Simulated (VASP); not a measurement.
Calculation: TPSS meta-GGA, VASP's PBE PAW potentials (set 64) (plane waves; VASP).

VASP input:

File POSCAR:
```
CsI
1.0
  4.6604112104   0.0000000000   0.0000000000
  0.0000000000   4.6604112104   0.0000000000
  0.0000000000   0.0000000000   4.6604112104
Cs I
1 1
Cartesian
  0.0000000000   0.0000000000   0.0000000000
  2.3302056052   2.3302056052   2.3302056052
```

### KPOINTS
```
Automatic mesh
0
Gamma
5 5 5
0 0 0
```

INCAR:
```
ALGO=Normal
EDIFF=1E-6
EDIFFG=-0.01
ENCUT=520
IBRION=2
ISIF=3
ISMEAR=0
LASPH=.True.
LCHARG=.False.
LMAXMIX=4
LMIXTAU=.True.
LREAL=.False.
LWAVE=.False.
METAGGA=TPSS
NELM=100
NSW=60
PREC=Accurate
SIGMA=0.05
SYSTEM=CsI
```

POTCAR, in this order: Cs_sv I (PBE.64 set). Program: vasp_std.

What VASP printed:

OUTCAR:
```
 ion  position               nearest neighbor table
   1  0.000  0.000  0.000-
   2  0.500  0.500  0.500-
  LATTYP: Found a simple cubic cell.
 ALAT       =     4.6604112104
 Subroutine PRICEL returns:
 Original cell was already a primitive cell.
 Subroutine GETGRP returns: Found 48 space group operations
The static configuration has the point symmetry O_h .
The dynamic configuration has the point symmetry O_h .
 Subroutine INISYM returns: Found 48 space group operations
 Subroutine IBZKPT returns following result:
 Found     10 irreducible k-points:

 Following reciprocal coordinates:
            Coordinates               Weight
  0.000000  0.000000  0.000000      1.000000
  0.200000  0.000000  0.000000      6.000000
  0.400000  0.000000  0.000000      6.000000
  0.200000  0.200000  0.000000     12.000000
  0.400000  0.200000  0.000000     24.000000
  0.400000  0.400000  0.000000     12.000000
  0.200000  0.200000  0.200000      8.000000
  0.400000  0.200000  0.200000     24.000000
  0.400000  0.400000  0.200000     24.000000
  0.400000  0.400000  0.400000      8.000000
   k-points           NKPTS =     10   k-points in BZ     NKDIM =     10   number of bands    NBANDS=     12
   number of dos      NEDOS =    301   number of ions     NIONS =      2
   total plane-waves  NPLWV =  46656
   dimension x,y,z NGX =    36 NGY =   36 NGZ =   36
   dimension x,y,z NGXF=    72 NGYF=   72 NGZF=   72
   ions per type =               1   1
   PREC   = accura    normal or accurate (medium, high low for compatibility)
   ISTART =      0    job   : 0-new  1-cont  2-samecut
   ICHARG =      2    charge: 1-file 2-atom 10-const
   ISPIN  =      1    spin polarized calculation?
   LNONCOLLINEAR =      F non collinear calculations
   LSORBIT =      F    spin-orbit coupling
   INIWAV =      1    electr: 0-lowe 1-rand  2-diag
   ENCUT  =  520.0 eV  38.22 Ry    6.18 a.u.   8.67  8.67  8.67*2*pi/ulx,y,z
...
```

File OSZICAR:
```
       N       E                     dE             d eps       ncg     rms          rms(c)
DAV:   1     0.898208650066E+02    0.89821E+02   -0.61483E+03   240   0.112E+03
DAV:   2    -0.129733977558E+02   -0.10279E+03   -0.94953E+02   392   0.231E+02
DAV:   3    -0.220882834697E+02   -0.91149E+01   -0.90674E+01   312   0.679E+01
DAV:   4    -0.222785597926E+02   -0.19028E+00   -0.19013E+00   300   0.132E+01
DAV:   5    -0.222822915572E+02   -0.37318E-02   -0.37315E-02   312   0.178E+00    0.161E+00
DAV:   6    -0.215851042188E+02    0.69719E+00   -0.15225E+00   240   0.189E+01    0.935E-01
DAV:   7    -0.212136702189E+02    0.37143E+00   -0.41090E-01   280   0.505E+00    0.572E-01
DAV:   8    -0.212894666980E+02   -0.75796E-01   -0.63734E-02   272   0.230E+00    0.425E-01
DAV:   9    -0.212725148440E+02    0.16952E-01   -0.32322E-02   248   0.222E+00    0.199E-01
DAV:  10    -0.213079285304E+02   -0.35414E-01   -0.37713E-02   244   0.214E+00    0.674E-02
DAV:  11    -0.213125803614E+02   -0.46518E-02   -0.84872E-03   256   0.963E-01    0.564E-02
DAV:  12    -0.213139431005E+02   -0.13627E-02   -0.47750E-04   292   0.247E-01    0.306E-02
DAV:  13    -0.213152076667E+02   -0.12646E-02   -0.96152E-04   260   0.293E-01    0.472E-03
DAV:  14    -0.213151773730E+02    0.30294E-04   -0.11740E-04   276   0.141E-01    0.712E-03
DAV:  15    -0.213152390975E+02   -0.61724E-04   -0.28784E-05   260   0.680E-02    0.312E-03
DAV:  16    -0.213152552690E+02   -0.16172E-04   -0.10297E-05   292   0.336E-02    0.943E-04
DAV:  17    -0.213152561316E+02   -0.86259E-06   -0.74279E-07   164   0.657E-03
   1 F= -.21315256E+02 E0= -.21315256E+02  d E =-.213153E+02
```

OUTCAR:
```
------------------------ aborting loop because EDIFF is reached ----------------------------------------
  FORCE on cell =-STRESS in cart. coord.  units (eV):
  Direction    XX          YY          ZZ          XY          YZ          ZX
  --------------------------------------------------------------------------------------
  Total        0.0070115      0.0070115      0.0070115      0.0000000      0.0000000     -0.0000000
  in kB        0.1109812      0.1109812      0.1109812      0.0000000      0.0000000     -0.0000000
  external PRESSURE =       0.1109812 kB  Pullay stress =       0.0000000 kB
  volume of cell :      101.22
      direct lattice vectors                 reciprocal lattice vectors
     4.660411210  0.000000000  0.000000000     0.214573340  0.000000000  0.000000000
     0.000000000  4.660411210  0.000000000     0.000000000  0.214573340  0.000000000
     0.000000000  0.000000000  4.660411210     0.000000000  0.000000000  0.214573340
 POSITION                                       TOTAL-FORCE (eV/Angst)
 -----------------------------------------------------------------------------------
      0.00000      0.00000      0.00000         0.000000      0.000000      0.000000
      2.33021      2.33021      2.33021         0.000000      0.000000      0.000000
 -----------------------------------------------------------------------------------
    total drift:                               -0.000000     -0.000000     -0.000000
  FREE ENERGIE OF THE ION-ELECTRON SYSTEM (eV)
  ---------------------------------------------------
  free  energy   TOTEN  =       -21.3152561316 eV

  energy  without entropy=      -21.3152561316  energy(sigma->0) =      -21.31525613

 reached required accuracy - stopping structural energy minimisation
```
(Selected blocks of OUTCAR.)

The compound is CsI in the CsCl type structure. It was relaxed first, which changed the volume by +6 %. The start is the result of an earlier pass.
